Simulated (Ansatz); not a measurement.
Runs of Ansatz 0.2.0 on Si2W. It takes space group P6_222 (No. 180, hexagonal). The conventional cell has a = 4.617 Å, b = 4.617 Å, c = 6.653 Å, α = 90.00°, β = 90.00°, γ = 120.00°. Around W (site symmetry 222) lie 10 Si at 2.59 to 2.69 Å. Si (site symmetry 2) has 5 Si at 2.57 to 2.69 Å and 5 W at 2.59 to 2.69 Å as nearest neighbours. Measurements of this composition are mostly on another form, of space group No. 139.

```tsv
level	U	hubbard projectors	double counting	gap on the mesh (eV)	pressure (GPa)	largest force (eV/Å)
PBEsol+U	W d U = 6 eV	ortho-atomic (the default)	fll (the default)	0.72	-6.6	0.01
PBEsol+U	W d U = 1 eV	ortho-atomic (the default)	fll (the default)	0.29	-5.8	0.03
PBEsol+U	W d U = 5 eV	ortho-atomic (the default)	fll (the default)	0.63	-6.5	-
PBEsol+U	W d U = 2 eV	ortho-atomic (the default)	fll (the default)	0.37	-6.0	0.03
PBEsol+U	W d U = 4 eV	ortho-atomic (the default)	fll (the default)	(c)	(d)	0.01
PBEsol	-	-	-	0.22	-5.6	0.04
PBEsol+U	W d U = 3 eV	ortho-atomic (the default)	fll (the default)	(a)	(b)	0.02
PBEsol+U	W d U = 8 eV	ortho-atomic (the default)	fll (the default)	0.94	-6.3	0.04
```

Alike in all rows: task projected density of states; potentials or basis Ansatz PAW; no spin polarisation; cell as given; k mesh 7 × 7 × 4; cutoff (eV) 420; smearing fermi-dirac 0.05 eV.

Question: Fill in the values left out.

Answer: (a) 0.46; (b) -6.2; (c) 0.55; (d) -6.4.

Caveats: odd divisions of the mesh miss points on the zone boundary, where band edges often lie, so the gap on the mesh can be too wide; spin-orbit coupling is left out, which moves the levels of the heavy elements; the PAW data sets come from PBE, with cores solved anew for the run's functional, which leaves a small shift of forces and pressure; the U is typed as a test and isn't derived for this compound (some runs).

A k mesh can miss the band edges, and the runs leave out spin-orbit coupling on W.
